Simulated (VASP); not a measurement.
## From VASP inputs to Ansatz: F (strained database structure)

INCAR

```
SIGMA = 0.02
EDIFF = 1E-7
LWAVE = .FALSE.
GGA = PE
NSW = 0
PREC = Accurate
IBRION = -1
NBANDS = 22
LASPH = .TRUE.
ENCUT = 520
NELM = 120
LREAL = .FALSE.
ISMEAR = -1
ISIF = 2
LCHARG = .FALSE.
```

KPOINTS

```
KPOINTS created by Atomic Simulation Environment
0
Gamma
10 10 4
0 0 0
```

KPOINTS_OPT

```
special points
9
Reciprocal
0.0000000000 0.0000000000 0.0000000000 1
-0.3401160853 0.3401160853 0.0000000000 1
-0.6598839147 -0.3401160853 0.0000000000 1
-0.5000000000 -0.5000000000 0.0000000000 1
-0.5000000000 -0.5000000000 0.5000000000 1
-0.6794305525 -0.3205694475 0.5000000000 1
-0.3205694475 0.3205694475 0.5000000000 1
0.0000000000 0.0000000000 0.5000000000 1
-0.5000000000 0.0000000000 0.5000000000 1
```

POSCAR

```
F
 1.0000000000000000
     2.6008784202999999   -1.4718721507000001   -0.0066657971000000
     2.6008784202999999    1.4718721507000001   -0.0066657971000000
    -2.0794375002000001    0.0000000000000000    6.7794622840000001
 F
   4
Cartesian
  1.7918262650311776  0.0000000000000000  2.7225364846162701
  0.2417345806963512  0.0000000000000000  0.6573119624806488
  1.3304930753688222  0.0000000000000001  4.0435942051837301
  2.8805847597036496 -0.0000000000000001  6.1088187273193517
```

VASP ran with the recommended PBE PAW datasets (28 valence electrons in the cell).

**Question.** Translate these files to an Ansatz input.

**Answer.** 

```yaml
crystal:
  lattice:
    - [2.6008784203, -1.4718721507, -0.0066657971]
    - [2.6008784203, 1.4718721507, -0.0066657971]
    - [-2.0794375002, 0.0, 6.779462284]
  atoms:
    - { symbol: F, position: [0.5053995766, 0.5053995766, 0.4025797552] }
    - { symbol: F, position: [0.0852977317, 0.0852977317, 0.0971240918] }
    - { symbol: F, position: [0.4946004234, 0.4946004234, 0.5974202448] }
    - { symbol: F, position: [0.9147022683, 0.9147022683, 0.9028759082] }
kpoints:
  mp_grid: { grid: [10, 10, 4] }
  band_path:
    path:
      - [0.0, 0.0, 0.0]
      - [-0.3401160853, 0.3401160853, 0.0]
      - [-0.6598839147, -0.3401160853, 0.0]
      - [-0.5, -0.5, 0.0]
      - [-0.5, -0.5, 0.5]
      - [-0.6794305525, -0.3205694475, 0.5]
      - [-0.3205694475, 0.3205694475, 0.5]
      - [0.0, 0.0, 0.5]
      - [-0.5, 0.0, 0.5]
    npoints: 1
hamiltonian:
  xc: pbe
scf:
  occupations: { method: fermi_dirac, width: 0.02 }
  n_extra_bands: 5
output:
  forces: true
  stress: true
  eigenvalues: true
```

Other inputs would serve too.

```json
{"": "gap between bands v and c", "VASP": "2.57 eV", "Ansatz": "2.64 eV"}
{"": "least direct gap", "VASP": "2.63 eV", "Ansatz": "2.70 eV"}
{"": "pressure", "VASP": "5.3 GPa", "Ansatz": "4.8 GPa"}
{"": "largest force", "VASP": "0.99 eV/Å", "Ansatz": "0.59 eV/Å"}
```

The two codes use different PAW datasets and cutoffs. VASP's cell holds 28 valence electrons and Ansatz's 28. Ansatz's stress includes a Pulay correction; VASP's doesn't.
